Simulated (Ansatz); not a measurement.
# Zr3N4: gradients and densities at the nuclei

What field gradients would nuclear probes meet in Zr3N4? The gradients are computed first, then checked by further runs. The cell is a computed entry of the Materials Project. Planned: a single point, then r2SCAN, then a check of width with method with chi_scale.

Method: DFT, PBE, plane-wave PAW, default files, scalar-relativistic, as far as a step names no other, in Ansatz 0.2.0.

## 1. The structure to begin with

The structure is cubic, space group I-43d (No. 220). Conventional cell: a = 6.775 Å, b = 6.775 Å, c = 6.775 Å, α = 90.00°, β = 90.00°, γ = 90.00°. Around Zr (site symmetry -4) lie 8 N at 2.22 to 2.48 Å. N (site symmetry 3) is surrounded by 6 Zr at 2.22 to 2.48 Å.

As a file:

```
CELL_PARAMETERS angstrom
-3.38759 3.38759 3.38759
3.38759 -3.38759 3.38759
3.38759 3.38759 -3.38759
ATOMIC_POSITIONS crystal
Zr 0.87500 0.12500 0.75000
Zr 0.37500 0.25000 0.62500
Zr 0.12500 0.75000 0.87500
Zr 0.75000 0.87500 0.12500
Zr 0.25000 0.62500 0.37500
Zr 0.62500 0.37500 0.25000
N 0.63033 0.63033 0.63033
N 0.50000 0.00000 0.36967
N 0.00000 0.36967 0.50000
N 0.36967 0.50000 0.00000
N 0.00000 0.86967 0.50000
N 0.86967 0.50000 0.00000
N 0.13033 0.13033 0.13033
N 0.50000 0.00000 0.86967
```

## 2. Gradients at the starting positions

input.yaml

```yaml
crystal:
  lattice:
    - [-3.3875855465, 3.3875855465, 3.3875855465]
    - [3.3875855465, -3.3875855465, 3.3875855465]
    - [3.3875855465, 3.3875855465, -3.3875855465]
  atoms:
    - { symbol: Zr, position: [0.875, 0.125, 0.75] }
    - { symbol: Zr, position: [0.375, 0.25, 0.625] }
    - { symbol: Zr, position: [0.125, 0.75, 0.875] }
    - { symbol: Zr, position: [0.75, 0.875, 0.125] }
    - { symbol: Zr, position: [0.25, 0.625, 0.375] }
    - { symbol: Zr, position: [0.625, 0.375, 0.25] }
    - { symbol: "N", position: [0.63032569, 0.63032569, 0.63032569] }
    - { symbol: "N", position: [0.5, 0.0, 0.36967431] }
    - { symbol: "N", position: [0.0, 0.36967431, 0.5] }
    - { symbol: "N", position: [0.36967431, 0.5, 0.0] }
    - { symbol: "N", position: [0.0, 0.86967431, 0.5] }
    - { symbol: "N", position: [0.86967431, 0.5, 0.0] }
    - { symbol: "N", position: [0.13032569, 0.13032569, 0.13032569] }
    - { symbol: "N", position: [0.5, 0.0, 0.86967431] }
kpoints:
  mp_grid: { grid: [6, 6, 6] }
scf:
  occupations: { method: fermi_dirac, width: 0.02 }
hamiltonian:
  xc: pbe
  pseudopotentials: { kind: paw }
output:
  forces: true
  stress: true
  populations: true
  efg:
    quadrupole_moments_barn: { Zr: -0.176, "N": 0.02044 }
    contact_densities: true
```

Run with:

```bash
$ ansatz run input.yaml --threads 1 --pin off --max-ram 2560MiB --backend cpu --events-out ev --progress --plain --runs-dir out
```

The program printed:

```text
Warning: RAYON_NUM_THREADS=1 ignored (pool sized by the plan → 1); use --threads N
Zr: output.efg is read without spin–orbit coupling, which moves field gradients at and beside such atoms by some per cent and up to a factor of two; PAW files take it under magnetization.noncollinear and magnetization.spin_orbit
Engine: ansatz 0.2.0, aarch64-unknown-linux-gnu
Pseudopotentials: kind: paw
Pseudopotential: Zr, paw, valence charge 12, recommended cutoff 420 eV (normal), Zr.paw.azcp
Pseudopotential: N, paw, valence charge 5, recommended cutoff 420 eV (normal), N.paw.azcp
Functional definition: PBE
  parameter kappa = 0.804
  parameter beta = 0.06672455060314922
  exchange = pbe_x(kappa = kappa, mu = beta*pi^2/3)
  correlation = pbe_c(beta = beta)
Crystal: 14 atoms, lattice volume = 155.500 Å³
Basis set: ecut = 420 eV, 3055 PW (Γ), exchange–correlation on 80×80×80 points (8 copies of the dense FFT grid, shifted against one another)
Bands: 70, of which v1, the nominal top of the filled ones, is band 56 counted from 1 (55 counted from 0)
Symmetry: 24 space group operations
Space group: I-43d (ITA 220), of the structure as read, at distance tolerance 5.4e-5 Å
k-points: 16 of 216 (time reversal used)
Non-local potential: Zr, projectors of the file, l = 0: 3, l = 1: 2, l = 2: 2, l = 3: 2
Non-local potential: N, projectors of the file, l = 0: 2, l = 1: 2, l = 2: 1
PAW form: soft (Blöchl's): semilocal exchange-correlation on the pseudo side does not see the compensation charge
PAW one-centre angular grid: Zr, 590 points (default); XC on 64 Gauss nodes
PAW one-centre angular grid: N, 110 points (default); XC on 64 Gauss nodes
Initial density: superposition of atomic densities (neutral atoms: chi_scale 0, normalization atom), corrected by the library's trained network
Initial wavefunctions: pseudopotential atomic-orbital guess
Functional: x = pbe(κ = 0.804, μ = 0.2195149727645171), c = pbe(β = 0.06672455060314922)
SCF iter   1: F=—  HF=-28195.873889 eV  |F-HF|=—  |Δ(HF+E_count)|=         —  Δρ=3.92e-3  dr2=8.99e-3  ethr=1.77e-3  ⟨swp⟩=5.1  Hψ=4076  notcnv=0  defer=10
preconditioner: auto → Resta (q_TF=auto, 2.583 Å⁻¹)  ε∞=4.2  [insulator: Δε(μ)=0.698 eV  Ē_g=16.637 eV  σ=0.020 eV  W_gap=1.00  n_scr=42 (ndim 8)  ℏωp=29.8 eV  f_vac=0.000  D(μ)=0.00/eV (n_scr^D=0)  ε∞_Penn≈4.2]
SCF iter   2: F=—  HF=-28195.871839 eV  |F-HF|=—  |Δ(HF+E_count)|=   2.05e-3  Δρ=2.12e-3  dr2=2.02e-3  ethr=8.03e-6  ⟨swp⟩=2.0  Hψ=2279  notcnv=0  defer=133
SCF iter   3: F=—  HF=-28195.873309 eV  |F-HF|=—  |Δ(HF+E_count)|=   1.47e-3  Δρ=7.96e-4  dr2=5.41e-4  ethr=1.80e-6  ⟨swp⟩=2.0  Hψ=1496  notcnv=0  defer=133
SCF iter   4: F=—  HF=-28195.873499 eV  |F-HF|=—  |Δ(HF+E_count)|=   1.91e-4  Δρ=1.19e-4  dr2=1.11e-5  ethr=4.83e-7  ⟨swp⟩=2.0  Hψ=1488  notcnv=0  defer=133
SCF iter   5: F=—  HF=-28195.873464 eV  |F-HF|=—  |Δ(HF+E_count)|=   3.58e-5  Δρ=2.12e-5  dr2=4.03e-7  ethr=9.95e-9  ⟨swp⟩=2.0  Hψ=1757  notcnv=0  defer=133
SCF iter   6: F=-28195.873464 eV  HF=-28195.873464 eV  |F-HF|=7.47e-9  |Δ(HF+E_count)|=   9.55e-8  Δρ=5.81e-6  dr2=2.70e-8  ethr=8.93e-11  ⟨swp⟩=9.2  Hψ=4735  notcnv=0
SCF 1 converged in 6 iterations: F = -28195.873464 eV  dr2 = 2.70e-8
SCF converged after 6 iterations
Free energy (F): -28195.873464 eV
Harris-Foulkes:  -28195.873464 eV  (|F-HF|=7.47e-9)
Internal energy: -28195.873464 eV  (E = F + TS)
E sigma→0 (E₀):  -28195.873464 eV
Fermi energy:    16.324914 eV
--- Per-component energies (eV) ---
  E_band       = -118.453919
  E_kinetic    = 3060.844340
  E_local      = -3896.523039  (includes V_loc(G=0)·N_el)
  E_nonlocal   = 824.463957
  E_hartree    = 1147.128149
  E_xc         = -1466.325590
  E_vxc        = -1777.609433  (∫ρ·V_xc dr)
  E_paw        = -18733.684100  (= ΣΔE_a)
  E_vpaw       = -623.880917  (= ΣTr[D̂ρ^β])
  E_aug_tail   = 0.000920  (compensation charges beyond the density's cutoff)
  E_ewald      = -9131.778102
  E_smearing   = -0.000000  (= −TS)
  E_closure    = -0.000000  (closes the sum)
  Σ components = -28195.873464   (vs F -28195.873464, Δ=0.00e0)
--- Forces (eV/Å), atoms counted from 1 ---
  atom   1  Zr    -0.00000000     0.00000000     0.00000000
  atom   2  Zr    -0.00000000    -0.00000000    -0.00000000
  atom   3  Zr    -0.00000000     0.00000000    -0.00000000
  atom   4  Zr     0.00000000    -0.00000000     0.00000000
  atom   5  Zr     0.00000000    -0.00000000     0.00000000
  atom   6  Zr    -0.00000000    -0.00000000    -0.00000000
  atom   7  N      0.05882186     0.05882186     0.05882186
  atom   8  N     -0.05882186    -0.05882186     0.05882186
  atom   9  N     -0.05882186     0.05882186    -0.05882186
  atom  10  N      0.05882186    -0.05882186    -0.05882186
  atom  11  N     -0.05882186     0.05882186    -0.05882186
  atom  12  N      0.05882186    -0.05882186    -0.05882186
  atom  13  N      0.05882186     0.05882186     0.05882186
  atom  14  N     -0.05882186    -0.05882186     0.05882186
  max |Σ_I F_I| component: 7.63e-17 eV/Å
--- Stress (GPa, compression-positive) ---
        1.903360       0.000000       0.000000
       -0.000000       1.903360       0.000000
        0.000000       0.000000       1.903360
  P = ⅓ Tr σ = 1.9034 GPa (19.034 kbar)
--- PAW observables at the nuclei: V_zz in 10²¹ V/m², potentials from the cell's mean, atoms counted from 1 ---
  atom   1  Zr V_zz =   +12.338873   η = 0.0000   by run symmetry: allowed   C_q = -52.5101 MHz
            electrostatic potential = -5930.348139 V   contact ρ = 490522.207203 e/Å³
  atom   2  Zr V_zz =   +12.338873   η = 0.0000   by run symmetry: allowed   C_q = -52.5101 MHz
            electrostatic potential = -5930.348139 V   contact ρ = 490522.207203 e/Å³
  atom   3  Zr V_zz =   +12.338873   η = 0.0000   by run symmetry: allowed   C_q = -52.5101 MHz
            electrostatic potential = -5930.348139 V   contact ρ = 490522.207203 e/Å³
  atom   4  Zr V_zz =   +12.338873   η = 0.0000   by run symmetry: allowed   C_q = -52.5101 MHz
            electrostatic potential = -5930.348139 V   contact ρ = 490522.207203 e/Å³
  atom   5  Zr V_zz =   +12.338873   η = 0.0000   by run symmetry: allowed   C_q = -52.5101 MHz
            electrostatic potential = -5930.348139 V   contact ρ = 490522.207203 e/Å³
  atom   6  Zr V_zz =   +12.338873   η = 0.0000   by run symmetry: allowed   C_q = -52.5101 MHz
            electrostatic potential = -5930.348139 V   contact ρ = 490522.207203 e/Å³
  atom   7  N  V_zz =    +0.770902   η = 0.0000   by run symmetry: allowed   C_q = +0.3810 MHz
            electrostatic potential = -523.984644 V   contact ρ = 1415.441712 e/Å³
  atom   8  N  V_zz =    +0.770902   η = 0.0000   by run symmetry: allowed   C_q = +0.3810 MHz
            electrostatic potential = -523.984644 V   contact ρ = 1415.441712 e/Å³
  atom   9  N  V_zz =    +0.770902   η = 0.0000   by run symmetry: allowed   C_q = +0.3810 MHz
            electrostatic potential = -523.984644 V   contact ρ = 1415.441712 e/Å³
  atom  10  N  V_zz =    +0.770902   η = 0.0000   by run symmetry: allowed   C_q = +0.3810 MHz
            electrostatic potential = -523.984644 V   contact ρ = 1415.441712 e/Å³
  atom  11  N  V_zz =    +0.770902   η = 0.0000   by run symmetry: allowed   C_q = +0.3810 MHz
            electrostatic potential = -523.984644 V   contact ρ = 1415.441712 e/Å³
  atom  12  N  V_zz =    +0.770902   η = 0.0000   by run symmetry: allowed   C_q = +0.3810 MHz
            electrostatic potential = -523.984644 V   contact ρ = 1415.441712 e/Å³
  atom  13  N  V_zz =    +0.770902   η = 0.0000   by run symmetry: allowed   C_q = +0.3810 MHz
            electrostatic potential = -523.984644 V   contact ρ = 1415.441712 e/Å³
  atom  14  N  V_zz =    +0.770902   η = 0.0000   by run symmetry: allowed   C_q = +0.3810 MHz
            electrostatic potential = -523.984644 V   contact ρ = 1415.441712 e/Å³
--- Band table (eV; the first three rows and the last of 16) ---
  k-point 0: bands = ["-32.7152", "-32.5812", "-32.5812", "-32.5812", "-32.5362", "-32.5362", "-11.2305", "-11.2305", "-11.2305", "-11.1364", "-11.1364", "-11.1364", "-11.0551", "-10.6444", "-10.6444", "-10.6444", "-10.5927", "-10.5927", "-10.3686", "-10.3686", "-10.3686", "-10.3597", "-10.3597", "-10.3597", "0.7640", "1.7734", "3.2170", "3.2170", "3.2170", "3.2663", "3.2663", "3.2663", "10.3135", "10.3135", "10.3209", "10.3209", "10.3209", "11.2333", "11.2333", "11.5970", "12.5983", "12.5983", "12.5983", "13.3714", "13.4555", "13.4555", "13.4555", "14.2394", "14.2394", "14.2394", "14.6921", "14.6921", "14.6921", "15.9806", "15.9806", "15.9806", "16.6610", "16.6610", "17.3363", "17.3363", "17.3363", "19.2531", "19.2531", "19.2531", "20.3177", "20.3177", "20.3177", "20.6229", "20.6229", "20.6229"]
  k-point 1: bands = ["-32.7051", "-32.5869", "-32.5827", "-32.5822", "-32.5386", "-32.5360", "-11.2679", "-11.2581", "-11.2013", "-11.1729", "-11.0547", "-11.0534", "-10.9896", "-10.7534", "-10.6893", "-10.6417", "-10.5436", "-10.4997", "-10.4546", "-10.4067", "-10.4053", "-10.3749", "-10.3581", "-10.3478", "0.9475", "1.8529", "3.0774", "3.1015", "3.1488", "3.1823", "3.2514", "3.2645", "10.0188", "10.2274", "10.5556", "10.7195", "10.8426", "11.3426", "11.3914", "11.6143", "12.4719", "12.5348", "12.6719", "13.2388", "13.3944", "13.4013", "13.4118", "14.0686", "14.1044", "14.1644", "14.3639", "14.3959", "14.6431", "15.4843", "15.7076", "15.8491", "17.0198", "17.0829", "17.6256", "17.6464", "17.7472", "18.9810", "19.0843", "19.1394", "20.1735", "20.1997", "20.3120", "20.6069", "20.6729", "20.9055"]
  k-point 2: bands = ["-32.6779", "-32.6077", "-32.5852", "-32.5845", "-32.5405", "-32.5365", "-11.2806", "-11.2756", "-11.1471", "-11.1190", "-11.0425", "-10.9369", "-10.8555", "-10.8134", "-10.7179", "-10.6679", "-10.6266", "-10.4938", "-10.4834", "-10.4721", "-10.4629", "-10.3873", "-10.3646", "-10.3515", "1.4351", "2.0708", "2.7119", "2.8123", "3.0123", "3.0180", "3.2097", "3.2352", "10.1524", "10.4829", "10.9979", "11.0983", "11.1578", "11.6948", "11.8089", "11.8441", "12.2080", "12.2626", "12.5577", "13.0829", "13.2255", "13.3259", "13.3813", "13.6370", "13.8800", "13.9016", "13.9463", "14.0364", "14.6799", "14.7686", "15.0667", "15.4837", "17.6957", "17.7918", "17.9911", "18.2448", "18.4149", "18.8060", "19.1678", "19.5569", "19.9432", "20.1696", "20.2422", "20.4632", "20.6583", "20.7491"]
  k-point 15: bands = ["-32.5890", "-32.5890", "-32.5890", "-32.5890", "-32.5890", "-32.5890", "-11.0466", "-11.0466", "-11.0466", "-11.0466", "-11.0466", "-11.0466", "-10.9510", "-10.9510", "-10.5470", "-10.5470", "-10.5470", "-10.5470", "-10.5305", "-10.5305", "-10.5305", "-10.5305", "-10.5305", "-10.5305", "2.4282", "2.4282", "2.4282", "2.4282", "2.4282", "2.4282", "3.5688", "3.5688", "10.9626", "10.9626", "10.9626", "10.9626", "10.9626", "10.9626", "11.7630", "11.7630", "11.7630", "11.7630", "11.7630", "11.7630", "13.5064", "13.5064", "13.5064", "13.5064", "13.5064", "13.5064", "14.3065", "14.3065", "15.4231", "15.4231", "15.4231", "15.4231", "19.2359", "19.2359", "19.2359", "19.2359", "19.2359", "19.2359", "19.5732", "19.5732", "20.0638", "20.0638", "20.0638", "20.0638", "20.3492", "20.3492"]
--- Löwdin populations: 14 sites ---
  site symbol       q [e]
     0     Zr     10.9773
     1     Zr     10.9773
     2     Zr     10.9773
     3     Zr     10.9773
     4     Zr     10.9773
     5     Zr     10.9773
     6      N      5.7127
     7      N      5.7127
     8      N      5.7127
     9      N      5.7127
    10      N      5.7127
    11      N      5.7127
    12      N      5.7127
    13      N      5.7127
  spilling = 0.003878 (of n_electrons = 112.000000)
```

Wall time 27 s (1 thread of Arm Neoverse V1, shared host); peak memory 0.45 GiB.

At the end: gap on the mesh 0.68 eV, largest force 0.102 eV/Å, pressure 1.9 GPa.

Site by site (atoms counted from 1):

```tsv
site	atoms	first shell	V_zz (10²¹ V/m²)	η	C_Q (MHz)
Zr	1, 2, 3, 4, …	8 N at 2.22–2.48 Å	12.34	0.00	-52.5 (⁹¹Zr)
N	7, 8, 9, 10, …	6 Zr at 2.22–2.48 Å	0.77	0.00	0.381 (¹⁴N)
```

C_Q = eQV_zz/h, which is 24.18 MHz for Q = 1 b and V_zz = 10²¹ V/m²; η = (V_xx − V_yy)/V_zz. Q values from Pyykkö, Mol. Phys. 116, 1328 (2018).

Direction of the V_zz axis (Cartesian unit vector):

```csv
site,atom,x,y,z
Zr,1,0.00,0.00,1.00
N,7,0.58,0.58,0.58
```

(Part 1 of 3 ends here.)
